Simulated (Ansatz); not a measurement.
# Al3GaN4: the cost of one run

Computed with Ansatz 0.2.0 (DFT PBEsol, scalar-relativistic, plane waves, PAW, unless a step's input says otherwise).

1 further run of the same task is left out (set aside as unsound or not needed).

### Step 1. The system as given

It takes space group P-43m (No. 215, cubic). Conventional cell: a = 4.407 Å, b = 4.407 Å, c = 4.407 Å, α = 90.00°, β = 90.00°, γ = 90.00°. Around Al (site symmetry -42m) lie 4 N at 1.90 Å. Around Ga (site symmetry -43m) lie 4 N at 1.95 Å. Around N (site symmetry 3m) lie 3 Al at 1.90 Å and 1 Ga at 1.95 Å.

As a file:

```cif
data_structure
_symmetry_space_group_name_H-M 'P 1'
_symmetry_Int_Tables_number 1
_cell_length_a 4.4070
_cell_length_b 4.4070
_cell_length_c 4.4070
_cell_angle_alpha 90.000
_cell_angle_beta 90.000
_cell_angle_gamma 90.000
_cell_volume 85.59
loop_
_atom_site_label
_atom_site_type_symbol
_atom_site_fract_x
_atom_site_fract_y
_atom_site_fract_z
_atom_site_occupancy
Al1 Al 0.50000 0.50000 0.00000 1
Al2 Al 0.50000 0.00000 0.50000 1
Al3 Al 0.00000 0.50000 0.50000 1
Ga1 Ga 0.00000 0.00000 0.00000 1
N1 N 0.74471 0.74471 0.25529 1
N2 N 0.74471 0.25529 0.74471 1
N3 N 0.25529 0.74471 0.74471 1
N4 N 0.25529 0.25529 0.25529 1
```

It goes back to an entry of the Materials Project, which need not be the stable form.

This cell was relaxed beforehand with the same method: volume 10.70 Å³/atom, gap on the mesh 3.32 eV.

### Step 2. A stricter relaxation

The response runs start from a cell at rest, found with their own mesh and filling of the bands.

Input file input.yaml:

```yaml
crystal:
  lattice:
    - [4.4069948406, 0.0, 0.0]
    - [0.0, 4.4069948406, 0.0]
    - [0.0, 0.0, 4.4069948406]
  atoms:
    - { symbol: Al, position: [0.5, 0.5, 0.0] }
    - { symbol: Al, position: [0.5, 0.0, 0.5] }
    - { symbol: Al, position: [0.0, 0.5, 0.5] }
    - { symbol: Ga, position: [0.0, 0.0, 0.0] }
    - { symbol: "N", position: [0.7447077166, 0.7447077166, 0.2552922834] }
    - { symbol: "N", position: [0.7447077166, 0.2552922834, 0.7447077166] }
    - { symbol: "N", position: [0.2552922834, 0.7447077166, 0.7447077166] }
    - { symbol: "N", position: [0.2552922834, 0.2552922834, 0.2552922834] }
basis:
  ecutwfc: 420
kpoints:
  mp_grid: { grid: [6, 6, 6] }
hamiltonian:
  xc: pbesol
scf:
  occupations: { method: fixed }
output:
  forces: true
  stress: true
  eigenvalues: true
relax:
  adjacent_minimum: "off"
  f_tol: 0.001
  max_steps: 60
  cell: { stress_tol: 0.01 }
```

Command:

```
ansatz run input.yaml --threads 2 --pin off --max-ram 6144MiB --backend cpu --events-out ev --progress --plain --runs-dir out
```

Q: Estimate wall time and peak memory on 2 threads of Arm Neoverse V2, shared host.

About 8.3 s, with a peak of 0.34 GiB.
